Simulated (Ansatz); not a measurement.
The system is P.

```
P
1.0
     1.64774   -5.46504    0.00000
     1.64774    5.46504    0.00000
     0.00000    0.00000    4.54364
P
4
Direct
  0.90414 0.09586 0.58882
  0.09586 0.90414 0.41118
  0.59586 0.40414 0.08882
  0.40414 0.59586 0.91118
```

```yaml
Program: Ansatz 0.2.0
Task: relaxation of cell and atoms
Functional: BLYP
Dispersion: D3(BJ)
Potentials_or_basis: Ansatz PAW
Cutoff: "420 eV (not typed: the program's choice for these potentials)"
k_mesh: 8 × 8 × 6
Occupations: fermi-dirac, width 0.05 eV
Spin: no spin polarisation
```

At the start: volume 20.46 Å³/atom.

Task: Where does the relaxation end?

Result: It ends after 6 steps and the volume is 18.42 Å³/atom (-10.0 %); space group Cmce (No. 64, to 0.05 Å).

Step by step:
| step | energy change (eV) | largest force (eV/Å) | volume (Å³) |
| --- | --- | --- | --- |
| 1 | 0.0000 | 0.5074 | 81.83 |
| 2 | -0.1044 | 0.1565 | 75.43 |
| 3 | -0.1208 | 0.1654 | 72.82 |
| 4 | -0.1280 | 0.0214 | 73.72 |
| 5 | -0.1282 | 0.0003 | 73.68 |
| 6 | -0.1276 | 0.0002 | 73.68 |

Final structure:
```xyz
4
Lattice="1.6699 -5.1415 0.0000 1.6699 5.1415 0.0000 0.0000 0.0000 4.2907" Properties=species:S:1:pos:R:3 pbc="T T T"
P     1.6699   -4.0589    2.4748
P     1.6699    4.0589    1.8159
P     1.6699   -1.0826    0.3295
P     1.6699    1.0826    3.9612
```

Caveat: the plane-wave basis is chosen anew once the cell has moved, so the energies of steps on either side of that aren't comparable; the PAW data sets come from PBE, with cores solved anew for the run's functional, which leaves a small shift of forces and pressure.
